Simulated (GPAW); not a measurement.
# MoS2 in GPAW: convergence with k mesh

Aim: find how far k mesh must go before the results for MoS2 settle, at PBE. This setting moves, with any that are tied to it; all else stays.

All numbers are computed with GPAW 26.7.0; they aren't measurements. Logs are shortened: lines on timing, memory, paths and dates and some standing lists are left out, and cuts for length are marked. The log counts tension as positive stress, the text compression.

## (1) The slab as given

The cell holds a slab with vacuum, 3 atoms: a = 3.184 Å, b = 3.184 Å, c = 17.335 Å, α = 90.00°, β = 90.00°, γ = 120.00°.

## (2) With k mesh 2 × 2 × 1

Contents of run.py:

```python
from ase.dft.bandgap import bandgap
from ase.io import read, write
from ase.units import GPa
from gpaw import GPAW, PW

atoms = read('POSCAR')

calc = GPAW(mode=PW(600),
            xc='PBE',
            kpts={'size': (2, 2, 1), 'gamma': True},
            occupations={'name': 'fermi-dirac', 'width': 0.05},
            setups={'S': 'v3'},
            nbands=-12,
            convergence={'density': 1e-05, 'energy': 1e-05},
            maxiter=100,
            txt='gpaw.txt')
atoms.calc = calc
energy = atoms.get_potential_energy()
forces = atoms.get_forces()
stress = atoms.get_stress()
calc.write('gs.gpw')
write('result.traj', atoms)
print(f'Energy: {energy:.6f} eV')
print('Forces (eV/A):')
print(forces.round(4))
print('Stress (GPa):', (stress / GPa).round(3))
print('Fermi level:', round(calc.get_fermi_level(), 4), 'eV')
print(f'Gap: {bandgap(calc)[0]:.4f} eV, direct: {bandgap(calc, direct=True)[0]:.4f} eV')
```

Contents of POSCAR:

```
MoS2
1.0
    3.1841260822      0.0000000000      0.0000000000
   -1.5920630411      2.7575340760      0.0000000000
    0.0000000000      0.0000000000     17.3345999500
Mo S
1 2
Direct
    0.0000000000      0.0000000000      0.0000000000
    0.3333333333      0.6666666667      0.9105070200
    0.3333333333      0.6666666667      0.0894929800
```

Potentials or basis: GPAW PAW data sets (gpaw-data 1.2.1), newer versions, pw.

On the command line:

```console
OMP_NUM_THREADS=1 python run.py
```

gpaw.txt:

```text
__  _  _
 | _ |_)|_||  |
 |__||  | ||/\| - 26.7.0

Input parameters:
  mode=PW(ecut=600.0),
  convergence={'density': 1e-05, 'energy': 1e-05},
  kpts=MonkhorstPack(size=(2, 2, 1), gamma=True),
  maxiter=100,
  nbands=-12,
  occupations=Occupations(name='fermi-dirac', width=0.05),
  setups={'S': 'v3'},
  xc=XC(name='PBE')

Diagonalizing LCAO Hamiltonian
Converting LCAO to pw mode

         S

         S

       Mo

Atoms  # Å, Bohr magnetons
|   | symbol |         x |        y |         z |    initial magnetic moments |
|---|--------|-----------|----------|-----------|-----------------------------|
| 0 |     Mo |  0.000000 | 0.000000 |  0.000000 | ( 0.0000,  0.0000,  0.0000) |
| 1 |      S | -0.000000 | 1.838356 | 15.783275 | ( 0.0000,  0.0000,  0.0000) |
| 2 |      S | -0.000000 | 1.838356 |  1.551325 | ( 0.0000,  0.0000,  0.0000) |

Unit cell  # Å
| periodic |         x |        y |         z |   lengths |     angles |
|----------|-----------|----------|-----------|-----------|------------|
|      yes |  3.184126 | 0.000000 |  0.000000 |  3.184126 |  90.000000 |
|      yes | -1.592063 | 2.757534 |  0.000000 |  3.184126 |  90.000000 |
|      yes |  0.000000 | 0.000000 | 17.334600 | 17.334600 | 120.000000 |

Number of symmetries: 12
Symmetry operations  # r_c * U_cc + t_c -> r_c
|    | kind |            matrix            |
|----|------|------------------------------|
|  0 |  σ   |  1, 1, 0,  0,-1, 0,  0, 0, 1 |
|  1 |  C2  |  1, 1, 0,  0,-1, 0,  0, 0,-1 |
|  2 |  E   |  1, 0, 0,  0, 1, 0,  0, 0, 1 |
|  3 |  σ   |  1, 0, 0,  0, 1, 0,  0, 0,-1 |
|  4 |  C3  |  0, 1, 0, -1,-1, 0,  0, 0, 1 |
|  5 |  S3  |  0, 1, 0, -1,-1, 0,  0, 0,-1 |
|  6 |  σ   |  0,-1, 0, -1, 0, 0,  0, 0, 1 |
|  7 |  C2  |  0,-1, 0, -1, 0, 0,  0, 0,-1 |
|  8 |  σ   | -1, 0, 0,  1, 1, 0,  0, 0, 1 |
|  9 |  C2  | -1, 0, 0,  1, 1, 0,  0, 0,-1 |
| 10 |  C3  | -1,-1, 0,  1, 0, 0,  0, 0, 1 |
| 11 |  S3  | -1,-1, 0,  1, 0, 0,  0, 0,-1 |

BZ-sampling:
[... 101 lines left out ...]
  History deletion threshold: 6.0
  Fourier metric: weight=20.0, sigma=0.015

occupation numbers:
  Fermi-Dirac:
    width: 0.0500  # eV

poisson solver:
  ecut: 4800.0  # eV

xc functional:
  name: PBE with 2 nearest neighbor stencil

convergence criteria:
- Maximum integral of absolute [dens]ity change: 1e-05 electrons / valence electron
- Maximum [total energy] change in last 3 cyles: 1e-05 eV / valence electron
- Maximum integral of absolute [eigenst]ate change: 4e-08 eV^2 / valence electron
maximum number of iterations: 100

SCF iterations
|iter     | |      energy | eigst |  dens |
|---------|-|-------------|-------|-------|
|iter:   1| |  -23.021469 | +0.37 |       |
|iter:   2| |  -22.432652 | -1.15 | -0.96 |
|iter:   3| |  -21.313728 | -1.10 | -1.03 |
|iter:   4| |  -21.279938 | -2.00 | -1.45 |
|iter:   5| |  -21.280575 | -2.66 | -1.76 |
|iter:   6| |  -21.278649 | -3.55 | -2.28 |
|iter:   7| |  -21.278648 | -4.42 | -2.83 |
|iter:   8| |  -21.278640c| -5.33 | -3.36 |
|iter:   9| |  -21.278640c| -6.30 | -4.23 |
|iter:  10| |  -21.278640c| -7.08 | -4.80 |
|iter:  11| |  -21.278640c| -7.67c| -5.58c|

Converged in 11 steps
Energy contributions relative to reference atoms: (reference = -131851.114960)

Energy contributions:
  Kinetic:           0.650315
  Coulomb:          -5.874557
  Zero:             -0.323107
  External:          0.000000
  Xc:              -15.731291
  Entropy:          -0.000000
  Spinorbit:         0.000000
  ----------------------------
  Free energy:     -21.278640
  Extrapolated:    -21.278640

dipole moment: (-9.357277, -8.347557, -64.827069)  # |e|*Ang

Fermi level: -0.438
Eigenvalues  # (at kpt = [0.000, 0.000, 0.000])
| band index |      eig [eV] | occ [0-2] |
|------------|---------------|-----------|
|          0 |       -62.457 |     2.000 |
|        ... |               |           |
|          5 |       -14.223 |     2.000 |
|          6 |        -7.079 |     2.000 |
|          7 |        -4.250 |     2.000 |
|          8 |        -4.250 |     2.000 |
|          9 |        -3.124 |     2.000 |
|         10 |        -3.007 |     2.000 |
[... 8 lines left out ...]
|         19 |         4.726 |     0.000 |
|         20 |         5.649 |     0.000 |
|        ... |               |           |
|         24 |         9.265 |     0.000 |

Gap: 1.911 eV
Transition (v -> c):
  (s=0, k=0, n=12, [0.00, 0.00, 0.00]) -> (s=0, k=1, n=13, [0.50, 0.50, 0.00])
Direct/indirect transitions are different
Direct gap: 2.636 eV
Transition at: (s=0, k=0, n=12, [0.00, 0.00, 0.00])

Forces  # eV/Ang
|        x |        y |        z |
|----------|----------|----------|
|  0.00000 | -0.00000 |  0.00000 |  # Mo   0
|  0.00000 |  0.00000 | -0.71830 |  # S    1
| -0.00000 |  0.00000 |  0.71830 |  # S    2

Stress tensor  # eV/Ang^3
|         x |         y |         z |
|-----------|-----------|-----------|
| -0.002706 |  0.000000 |  0.000000 |
|  0.000000 | -0.002706 |  0.000000 |
|  0.000000 |  0.000000 | -0.014582 |

# Writing to gs.gpw (mode='')
```

Wall time 9.1 s (1 thread of Arm Neoverse V1, shared host); peak memory 0.19 GiB.

Results:

```yaml
Free_energy: -21.2786 eV
Largest_force: 0.718 eV/Å
Band_gap_on_the_k_mesh: 1.91 eV, indirect (least direct gap 2.64 eV)
```

## (3) With k mesh 3 × 3 × 1

Changes to run.py since step 2:

```diff
@@ -9,3 +9,3 @@
             xc='PBE',
-            kpts={'size': (2, 2, 1), 'gamma': True},
+            kpts={'size': (3, 3, 1), 'gamma': True},
             occupations={'name': 'fermi-dirac', 'width': 0.05},
```

POSCAR is that of step 2.

Potentials or basis: GPAW PAW data sets (gpaw-data 1.2.1), newer versions, pw.

On the command line:

```console
OMP_NUM_THREADS=1 python run.py
```

Run time: 11 s. Hardware: 1 thread of Arm Neoverse V1, shared host; peak memory 0.19 GiB.

What came out:

```yaml
Free_energy: -22.1066 eV
Largest_force: 0.061 eV/Å
Band_gap_on_the_k_mesh: 1.60 eV, direct
```

## (4) With k mesh 4 × 4 × 1

Changes to run.py since step 3:

```diff
@@ -9,3 +9,3 @@
             xc='PBE',
-            kpts={'size': (3, 3, 1), 'gamma': True},
+            kpts={'size': (4, 4, 1), 'gamma': True},
             occupations={'name': 'fermi-dirac', 'width': 0.05},
```

POSCAR is that of step 3.

On the command line:

```console
OMP_NUM_THREADS=1 python run.py
```

It took 14 s on 1 thread of Arm Neoverse V1, shared host; peak memory 0.19 GiB.

What came out:

```yaml
Free_energy: -22.1234 eV
Largest_force: 0.193 eV/Å
Band_gap_on_the_k_mesh: 2.12 eV, indirect (least direct gap 2.69 eV)
```

## (5) With k mesh 5 × 5 × 1

Changes to run.py since step 4:

```diff
@@ -9,3 +9,3 @@
             xc='PBE',
-            kpts={'size': (4, 4, 1), 'gamma': True},
+            kpts={'size': (5, 5, 1), 'gamma': True},
             occupations={'name': 'fermi-dirac', 'width': 0.05},
```

POSCAR is that of step 4.

On the command line:

```console
OMP_NUM_THREADS=1 python run.py
```

Run time: 16 s. Hardware: 1 thread of Arm Neoverse V1, shared host; peak memory 0.19 GiB.

Results (log left out):

| Property | Result |
| --- | --- |
| Free energy | -22.0658 eV |
| Largest force | 0.222 eV/Å |
| Band gap on the k mesh | 1.94 eV, indirect (least direct gap 2.25 eV) |

## (6) With k mesh 6 × 6 × 1

Changes to run.py since step 5:

```diff
@@ -9,3 +9,3 @@
             xc='PBE',
-            kpts={'size': (5, 5, 1), 'gamma': True},
+            kpts={'size': (6, 6, 1), 'gamma': True},
             occupations={'name': 'fermi-dirac', 'width': 0.05},
```

POSCAR is that of step 5.

Potentials or basis: GPAW PAW data sets (gpaw-data 1.2.1), newer versions, pw.

On the command line:

```console
OMP_NUM_THREADS=1 python run.py
```

Wall time 21 s (1 thread of Arm Neoverse V1, shared host); peak memory 0.2 GiB.

The run converged. Its results:

```yaml
Free_energy: -22.0661 eV
Largest_force: 0.224 eV/Å
Band_gap_on_the_k_mesh: 1.57 eV, indirect (least direct gap 1.64 eV)
```

## (7) With k mesh 7 × 7 × 2

Changes to run.py since step 6:

```diff
@@ -9,3 +9,3 @@
             xc='PBE',
-            kpts={'size': (6, 6, 1), 'gamma': True},
+            kpts={'size': (7, 7, 2), 'gamma': True},
             occupations={'name': 'fermi-dirac', 'width': 0.05},
```

POSCAR is that of step 6.

On the command line:

```console
OMP_NUM_THREADS=1 python run.py
```

Run time: 44 s. Hardware: 1 thread of Arm Neoverse V1, shared host; peak memory 0.23 GiB.

The run converged. Its results:

| Property | Result |
| --- | --- |
| Free energy | -22.0677 eV |
| Largest force | 0.219 eV/Å |
| Band gap on the k mesh | 1.83 eV, indirect (least direct gap 2.13 eV) |

## (8) With k mesh 9 × 9 × 2

Changes to run.py since step 7:

```diff
@@ -9,3 +9,3 @@
             xc='PBE',
-            kpts={'size': (7, 7, 2), 'gamma': True},
+            kpts={'size': (9, 9, 2), 'gamma': True},
             occupations={'name': 'fermi-dirac', 'width': 0.05},
```

POSCAR is that of step 7.

On the command line:

```console
OMP_NUM_THREADS=1 python run.py
```

It took 63 s on 1 thread of Arm Neoverse V1, shared host; peak memory 0.25 GiB.

Results (log left out):

- Free energy: -22.0674 eV
- Largest force: 0.220 eV/Å
- Band gap on the k mesh: 1.57 eV, indirect (least direct gap 1.64 eV)

## (9) With k mesh 11 × 11 × 2

Changes to run.py since step 8:

```diff
@@ -9,3 +9,3 @@
             xc='PBE',
-            kpts={'size': (9, 9, 2), 'gamma': True},
+            kpts={'size': (11, 11, 2), 'gamma': True},
             occupations={'name': 'fermi-dirac', 'width': 0.05},
```

POSCAR is that of step 8.

Potentials or basis: GPAW PAW data sets (gpaw-data 1.2.1), newer versions, pw.

On the command line:

```console
OMP_NUM_THREADS=1 python run.py
```

It took 82 s on 1 thread of Arm Neoverse V1, shared host; peak memory 0.28 GiB.

The run converged. Its results:

```
Free energy            : -22.0675 eV
Largest force          : 0.219 eV/Å
Band gap on the k mesh : 1.68 eV, indirect (least direct gap 1.83 eV)
```

## (10) With k mesh 13 × 13 × 2

Changes to run.py since step 9:

```diff
@@ -9,3 +9,3 @@
             xc='PBE',
-            kpts={'size': (11, 11, 2), 'gamma': True},
+            kpts={'size': (13, 13, 2), 'gamma': True},
             occupations={'name': 'fermi-dirac', 'width': 0.05},
```

POSCAR is that of step 9.

On the command line:

```console
OMP_NUM_THREADS=1 python run.py
```

Run time: 1.8 min. Hardware: 1 thread of Arm Neoverse V1, shared host; peak memory 0.31 GiB.

Results (log left out):

| Property | Result |
| --- | --- |
| Free energy | -22.0675 eV |
| Largest force | 0.219 eV/Å |
| Band gap on the k mesh | 1.66 eV, indirect (least direct gap 1.80 eV) |

## (11) Result

```csv
k mesh,"energy less the tightest run, at zero smearing (meV/atom)",largest force (eV/Å),gap on the mesh (eV),SCF cycles,CPU time (s),peak memory (GiB)
2 × 2 × 1,262.96,0.718,1.911,11,9.1,0.19
3 × 3 × 1,-13.02,0.061,1.604,11,11,0.19
4 × 4 × 1,-18.62,0.193,2.119,11,14,0.19
5 × 5 × 1,0.56,0.222,1.936,11,16,0.19
6 × 6 × 1,0.46,0.224,1.570,11,21,0.2
7 × 7 × 2,-0.08,0.219,1.835,11,44,0.23
9 × 9 × 2,0.03,0.220,1.570,11,63,0.25
11 × 11 × 2,0.00,0.219,1.677,11,82,0.28
13 × 13 × 2,0.00,0.219,1.658,11,110,0.31
```

Against the tightest run, the energy stays within 1 meV/atom from 5 × 5 × 1 on; the largest force stays within 0.005 eV/Å from 5 × 5 × 1 on. Not settled before the last step: the gap on the mesh (to 0.01 eV). Meshes of other sizes hit other points, so gaps and Fermi surfaces needn't settle smoothly. The tightest run that finished is the yardstick and may itself not be fully converged.
